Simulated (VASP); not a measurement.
LiH in VASP 6.6.1, single-point calculation

INCAR

```
LCHARG = .FALSE.
NSW = 0
PREC = Accurate
NELM = 120
NBANDS = 9
IBRION = -1
ENCUT = 520
ALGO = VeryFast
LASPH = .TRUE.
LWAVE = .FALSE.
GGA = PE
MAXMIX = 40
ISMEAR = -1
LREAL = .FALSE.
SIGMA = 0.02
EDIFF = 1E-7
ISIF = 2
```

KPOINTS

```
KPOINTS created by Atomic Simulation Environment
0
Gamma
10 10 10
0 0 0
```

POSCAR

```
Li H
 1.0000000000000000
     0.0000000000000000    2.0630846862999999    2.0630846862999999
     2.0630846862999999    0.0000000000000000    2.0630846862999999
     2.0630846862999999    2.0630846862999999    0.0000000000000000
 Li  H
   1   1
Cartesian
  0.0000000000000000  0.0000000000000000  0.0000000000000000
  2.0630846862999999  2.0630846862999999  2.0630846862999999
```

The recommended PBE PAW datasets give the neutral cell 4 valence electrons.

Command

```
mpirun -np 1 vasp_std
```

OSZICAR

```
N       E                     dE             d eps       ncg     rms          rms(c)
RMM:   1    -0.223057275340E+02   -0.22306E+02   -0.72083E+02   423   0.267E+02
RMM:   2    -0.541837468071E+01    0.16887E+02   -0.50871E+01   423   0.532E+01
RMM:   3    -0.584700899606E+01   -0.42863E+00   -0.92754E+00   423   0.236E+01
RMM:   4    -0.575021953664E+01    0.96789E-01   -0.98014E+00   423   0.137E+01
RMM:   5    -0.610643891398E+01   -0.35622E+00   -0.34623E+00   423   0.920E+00
RMM:   6    -0.609337409549E+01    0.13065E-01   -0.75997E+00   423   0.795E+00
RMM:   7    -0.608228329384E+01    0.11091E-01   -0.25106E+00   423   0.483E+00
RMM:   8    -0.631691763569E+01   -0.23463E+00   -0.11009E+00   423   0.338E+00
RMM:   9    -0.629259704010E+01    0.24321E-01   -0.20495E+00  1399   0.308E+00
RMM:  10    -0.632264247117E+01   -0.30045E-01   -0.22323E-01  1477   0.125E+00
...
RMM:  20    -0.611357411353E+01    0.23688E-05   -0.44764E-05  1474   0.319E-02    0.208E-02
RMM:  21    -0.611357798534E+01   -0.38718E-05   -0.21052E-05  1417   0.205E-02    0.170E-02
RMM:  22    -0.611359035301E+01   -0.12368E-04   -0.75515E-06  1351   0.134E-02    0.504E-03
RMM:  23    -0.611358963604E+01    0.71697E-06   -0.37703E-06  1291   0.720E-03    0.589E-03
RMM:  24    -0.611359339765E+01   -0.37616E-05   -0.13533E-06  1280   0.515E-03    0.203E-03
RMM:  25    -0.611359505790E+01   -0.16603E-05   -0.64884E-07  1149   0.338E-03    0.345E-04
RMM:  26    -0.611359525190E+01   -0.19400E-06   -0.29129E-07  1057   0.199E-03    0.112E-04
RMM:  27    -0.611359511679E+01    0.13511E-06   -0.17061E-07  1027   0.126E-03    0.208E-04
RMM:  28    -0.611359520637E+01   -0.89584E-07   -0.60229E-08   966   0.827E-04
   1 F= -.61135952E+01 E0= -.61135952E+01  d E =-.389086E-11
```

Standard output (part)

```
POSCAR found type information on POSCAR LiH
 POSCAR found :  2 types and       2 ions
 LDA part: xc-table for (Slater+PW92), standard interpolation
 POSCAR, INCAR and KPOINTS ok, starting setup
 WAVECAR not read
 entering main loop
WARNING in EDDRMM: call to ZHEGV failed, returncode =   6  3      6
WARNING in EDDRMM: call to ZHEGV failed, returncode =   6  3      6
```

From OUTCAR

```
k-points           NKPTS =     47   k-points in BZ     NKDIM =     47   number of bands    NBANDS=      9

   NELECT =       4.0000    total number of electrons

   dimension x,y,z NGX =    24 NGY =   24 NGZ =   24
   dimension x,y,z NGXF=    48 NGYF=   48 NGZF=   48

  energy-cutoff  :      520.00
  volume of cell :       17.56
      direct lattice vectors                 reciprocal lattice vectors
     0.000000000  2.063084686  2.063084686    -0.242355538  0.242355538  0.242355538
     2.063084686  0.000000000  2.063084686     0.242355538 -0.242355538  0.242355538
     2.063084686  2.063084686  0.000000000     0.242355538  0.242355538 -0.242355538

 k-points in reciprocal lattice and weights: KPOINTS created by Atomic Simulation Env
   0.00000000  0.00000000  0.00000000       0.001
   0.10000000  0.00000000  0.00000000       0.008
   0.20000000  0.00000000  0.00000000       0.008
   0.30000000  0.00000000  0.00000000       0.008
   0.40000000  0.00000000  0.00000000       0.008
   0.50000000  0.00000000  0.00000000       0.004
   0.10000000  0.10000000  0.00000000       0.006
   0.20000000  0.10000000  0.00000000       0.024
   ...

 E-fermi :   0.1131

 k-point     1 :       0.0000    0.0000    0.0000
  band No.  band energies     occupation
      1     -44.6816      2.00000
      2      -5.4023      2.00000
      3      14.7054      0.00000
      4      16.7293      0.00000
      5      16.7293      0.00000
      6      16.7299      0.00000
      7      21.2891      0.00000
      8      21.2893      0.00000
      9      21.2896      0.00000

 k-point     2 :       0.1000    0.0000    0.0000
  band No.  band energies     occupation
      1     -44.6786      2.00000
      2      -5.2332      2.00000
      3      13.4557      0.00000
      4      15.7096      0.00000
      5      16.3725      0.00000
      6      16.3726      0.00000
      7      22.0037      0.00000
      8      24.8451      0.00000
      9      25.1013      0.00000

 k-point     3 :       0.2000    0.0000    0.0000
  band No.  band energies     occupation
      1     -44.6703      2.00000
      2      -4.7327      2.00000
      3      14.0239      0.00000
      4      15.7941      0.00000
      5      15.7914      0.00000
      6      16.5837      0.00000
      7      21.5473      0.00000
      8      21.8420      0.00000
      9      21.8616      0.00000

 k-point     4 :       0.3000    0.0000    0.0000
  band No.  band energies     occupation
      1     -44.6600      2.00000
      2      -3.9614      2.00000
      3       7.5487      0.00000
      4      13.4865      0.00000
      5      15.4354      0.00000
      6      15.4374      0.00000
      7      19.8950      0.00000
      8      19.9035      0.00000
      9      23.1390      0.00000

 k-point     5 :       0.4000    0.0000    0.0000
  band No.  band energies     occupation
      1     -44.6517      2.00000
      2      -3.1126      2.00000
      3       5.3183      0.00000
      4      12.8540      0.00000
      5      15.3772      0.00000
      6      15.3772      0.00000
      7      18.4863      0.00000
      8      18.4863      0.00000
      9      24.5572      0.00000

 ...

  Total       -0.3239432     -0.3239432     -0.3239432      0.0000000      0.0000000     -0.0000000
  in kB      -29.5527770    -29.5527770    -29.5527770      0.0000000      0.0000000     -0.0000000
  external PRESSURE =     -29.5527770 kB  Pullay stress =       0.0000000 kB

 POSITION                                       TOTAL-FORCE (eV/Angst)
 -----------------------------------------------------------------------------------
      0.00000      0.00000      0.00000        -0.000000      0.000000     -0.000000
      2.06308      2.06308      2.06308         0.000000     -0.000000      0.000000
 -----------------------------------------------------------------------------------
    total drift:                                0.000000     -0.000000     -0.000000

  FREE ENERGIE OF THE ION-ELECTRON SYSTEM (eV)
  ---------------------------------------------------
  free  energy   TOTEN  =        -6.1135952064 eV

  energy  without entropy=       -6.1135952064  energy(sigma->0) =       -6.11359521
```

It converged. Results: gap between bands v and c on the k mesh 3.04 eV; least direct gap on the k mesh 3.04 eV; pressure -3.0 GPa. Band v is the last that the valence electrons fill when counted band by band, and c is the next.

For comparison, a separate PBE run of the intended cell, on usual settings and not on those above, gives a gap of 3.04 eV on its mesh and a pressure of -3.0 GPa.

The run above took about 12 s on one core of a shared host (Intel Xeon Platinum 8488C) and held 0.13 GiB at most.
